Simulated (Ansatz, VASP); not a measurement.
**One calculation of Br, two programs**

```xyz
2
Lattice="3.5841 0.0000 0.0000 -1.7921 3.1040 0.0000 0.0000 0.0000 4.2899" Properties=species:S:1:pos:R:3 pbc="T T T"
Br    0.0000    2.0693    1.0725
Br    1.7921    1.0347    3.2174
```

Change from the starting cell: volume scaled by 0.92, LAPW.

Alike in both runs: task single point; functional PBEsol; k mesh 14 × 14 × 8; occupations fermi-dirac, width 0.1 eV; no spin polarisation.

|  | VASP | Ansatz |
| --- | --- | --- |
| version | VASP 6.6.1 | Ansatz 0.2.0 |
| potentials or method | VASP PAW PBE potentials, release 64 (Br), cutoff 520 eV | all-electron LAPW, scalar-relativistic |

```csv
,VASP,Ansatz,Ansatz less VASP
pressure (GPa),3.1,3.1,-0.02
```

Ansatz ran all-electron here, so the differences hold the error of VASP's frozen core and of both bases.

Caveats: the PAW data sets were made with another functional, which shifts forces and pressure a little (VASP).
